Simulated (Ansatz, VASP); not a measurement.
Fe: VASP beside Ansatz

```
CELL_PARAMETERS angstrom
-1.44300 1.44300 1.44300
1.44300 -1.44300 1.44300
1.44300 1.44300 -1.44300
ATOMIC_POSITIONS crystal
Fe 0.00000 0.00000 0.00000
```

Alike in both runs: task relaxation of cell and atoms; functional BLYP; dispersion D4; k mesh 13 × 13 × 13; occupations fermi-dirac, width 0.05 eV; collinear spin.

```csv
,VASP,Ansatz
version,VASP 6.6.1,Ansatz 0.2.0
potentials or method,"VASP PAW PBE potentials, release 64 (Fe), cutoff 600 eV","all-electron LAPW, scalar-relativistic"
```

Ansatz gave:

| Item | Value |
| --- | --- |
| net moment per atom (μB) | 2.08 |
| size of the moment on the site where the two differ most (μB) | 2.13 |
| relaxed volume (Å³/atom) | 11.23 |
| relaxed cell length with the largest relative difference (Å) | 2.443 |
| energy change over the relaxation (meV/atom) | -31 |

What did VASP give for the same quantities?

net moment per atom (μB): 2.09; size of the moment on the site where the two differ most (μB): 2.08; relaxed volume (Å³/atom): 11.24; relaxed cell length with the largest relative difference (Å): 2.444; energy change over the relaxation (meV/atom): -29.

Site moments also hang on the region over which each program counts them. Ansatz ran all-electron here, so the differences hold the error of VASP's frozen core and of both bases.

Caveats: the PAW data sets were made with another functional, which shifts forces and pressure a little (VASP); pairwise dispersion overbinds metals, which lowers pressure and volume (VASP).
